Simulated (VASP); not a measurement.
# CaSe under changes of volume

One of the cells (26.346 Å³/atom); the others are scaled copies at fixed shape and fractional positions:

```
Se Ca
1.0
     0.00000    2.97558    2.97558
     2.97558    0.00000    2.97558
     2.97558    2.97558    0.00000
Se Ca
1 1
Cartesian
  2.9756 2.9756 2.9756
  0.0000 0.0000 0.0000
```

```yaml
Program: VASP 6.6.1
Functional: PBE
Potentials_or_basis: VASP PAW PBE potentials, release 64 (Se, Ca_sv)
Cutoff: 520 eV
k_mesh: 8 × 8 × 8
Occupations: fermi-dirac, width 0.05 eV
Spin: no spin polarisation
```

```tsv
volume (Å³/atom)	energy over the lowest point (meV/atom)	pressure (GPa)	gap on the mesh (eV)
24.280	33.24	5.1	1.86
24.796	?	?	?
25.313	8.99	2.5	1.97
26.346	0.00	0.3	2.07
26.863	0.35	-0.6	2.11
27.379	3.51	-1.4	2.15
```

What does the run at 24.796 Å³/atom give?

Energy over the lowest point 19.01 meV/atom; pressure 3.7 GPa; gap on the mesh 1.92 eV.

Worked out: A Birch-Murnaghan fit of order 3 (a polynomial in V^(-2/3)) to the other rows has its minimum at 26.54 Å³/atom with B0 = V·E''(V) = 48 GPa and B' = 4.1. It gives 19.02 meV/atom at 24.796 Å³/atom, against the run's 19.01, and -dE/dV = 3.7 GPa, against 3.7. A straight line through the other rows of the gap, of slope 2.42 eV per unit of ln V, gives 1.92 eV, against the run's 1.92.

Energies are extrapolated to zero smearing.

A mesh can miss the band edges. Spin-orbit coupling on Se is left out.
